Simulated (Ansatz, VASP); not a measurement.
## CdS in VASP and in Ansatz

Contents of INCAR:

```
PREC = Accurate
ENCUT = 520
EDIFF = 1E-7
ISMEAR = 0
SIGMA = 0.1
LREAL = False
LASPH = True
NELM = 100
ALGO = Normal
ISIF = 2
LWAVE = False
LCHARG = False
GGA = PE
NBANDS = 26
```

KPOINTS

```
regular mesh
0
Gamma
  6 4 6
```

Contents of POSCAR:

```
CdS
1.0
    3.8984360000      0.0000000000      0.0000000000
    0.0000000000      5.5114920000      0.0000000000
    0.0000000000      0.0000000000      3.8981040000
Cd S
2 2
Direct
    0.5000000000      0.5000000000      0.2430260000
    0.0000000000      0.0000000000      0.7569740000
    0.5000000000      0.0000000000      0.2551630000
    0.0000000000      0.5000000000      0.7448370000
```

Input for Ansatz:

```yaml
crystal:
  lattice:
    - [3.898436, 0.0, 0.0]
    - [0.0, 5.511492, 0.0]
    - [0.0, 0.0, 3.898104]
  atoms:
    - { symbol: Cd, position: [0.5, 0.5, 0.243026] }
    - { symbol: Cd, position: [0.0, 0.0, 0.756974] }
    - { symbol: S, position: [0.5, 0.0, 0.255163] }
    - { symbol: S, position: [0.0, 0.5, 0.744837] }
basis:
  ecutwfc: 420
kpoints:
  mp_grid: { grid: [6, 4, 6] }
hamiltonian:
  xc: pbe
scf:
  occupations: { method: gaussian, width: 0.1 }
output:
  forces: true
  stress: true
  eigenvalues: true
```

The cell comes from a database or a generator and needn't be the stable form of this composition.

Alike in both runs: task single point; functional PBE; k mesh 6 × 4 × 6; occupations gaussian, width 0.1 eV; no spin polarisation.

|  | VASP | Ansatz |
| --- | --- | --- |
| version | VASP 6.6.1 | Ansatz 0.2.0 |
| potentials or method | VASP PAW PBE potentials, release 64 (Cd, S) | scalar-relativistic, plane waves, PAW |
| plane-wave cutoff (eV) | 520 | 420 |
| valence electrons in the cell | 36 | 52 |

|  | VASP | Ansatz | Ansatz less VASP |
| --- | --- | --- | --- |
| gap on the k mesh at the Fermi level (eV) | 0.26 | 0.26 | +0.007 |
| least direct gap on the mesh (eV) | 0.94 | 0.97 | +0.026 |
| pressure (GPa) | -0.3 | -0.7 | -0.37 |
| largest component of the traceless stress (GPa) | 0.05 | 0.05 | -0.001 |
| rms of the force components (eV/Å) | 0.013 | 0.014 | +0.0004 |

Atom by atom the forces differ by 0.001 eV/Å (rms over components). The functional is the same, so the differences come from potentials, cutoffs and numerics. The two sets of potentials don't hold the same shells in valence.

A k mesh can miss the band edges. As with any semilocal functional, this PBE gap is likely too small.
